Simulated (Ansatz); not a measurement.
**BaTe: strain and displacement**

```yaml
crystal:
  lattice:
    - [0.00000, 3.41000, 3.41000]
    - [3.41000, 0.00000, 3.41000]
    - [3.41000, 3.41000, 0.00000]
  atoms:
    - { symbol: Ba, position: [0.00000, 0.00000, 0.00000] }
    - { symbol: Te, position: [0.50000, 0.50000, 0.50000] }
```

Atom numbers follow the list: Ba1, Te2.

Conventional cell: a = 6.820 Å, b = 6.820 Å, c = 6.820 Å, α = 90.00°, β = 90.00°, γ = 90.00°. Ba (atom 1) has 6 Te at 3.41 Å as nearest neighbours. Around Te (atom 2) lie 6 Ba at 3.41 Å.

The cell is COD entry 1010423, as deposited and not checked against the literature; nothing was relaxed. It is an old determination, and later ones may differ.

No spin–orbit coupling, which matters for the heavy atoms here.

Level of theory: DFT, PBEsol, all-electron LAPW, scalar-relativistic in Ansatz 0.2.0.

Numerical set-up: a Γ-centred 10×10×10 k mesh, Fermi–Dirac smearing of 0.05 eV, basis error target 0.25 meV/atom, no spin polarisation.

The unchanged cell is at 1.91 GPa.

x, y and z are the Cartesian axes of the cell as listed; fractional coordinates follow a strain, and an engineering shear is twice the off-diagonal strain component.

With equal xy, yz and zx engineering shear strains of -2 %: energy change +2 meV/atom; stress change (xx, yy, zz, yz, xz, xy) -0.01, -0.01, -0.01, 0.19, 0.19, 0.19 GPa, compression positive; gap on the k mesh 1.34 → 1.27 eV.

With this change (equal xy, yz and zx engineering shear strains of -1 %), what becomes of the energy and stress and gap?

Energy change under 1 meV/atom; stress change (xx, yy, zz, yz, xz, xy) 0.00, 0.00, 0.00, 0.10, 0.10, 0.10 GPa, compression positive; gap on the k mesh 1.34 → 1.31 eV.

With this change (equal xy, yz and zx engineering shear strains of +1 %), what becomes of the energy and stress and gap?

Energy change under 1 meV/atom; stress change (xx, yy, zz, yz, xz, xy) 0.00, 0.00, 0.00, -0.10, -0.10, -0.10 GPa, compression positive; gap on the k mesh 1.34 → 1.32 eV.

With this change (equal xy, yz and zx engineering shear strains of +2 %), what becomes of the energy and stress and gap?

Energy change +2 meV/atom; stress change (xx, yy, zz, yz, xz, xy) -0.01, -0.01, -0.01, -0.22, -0.22, -0.22 GPa, compression positive; gap on the k mesh 1.34 → 1.30 eV.
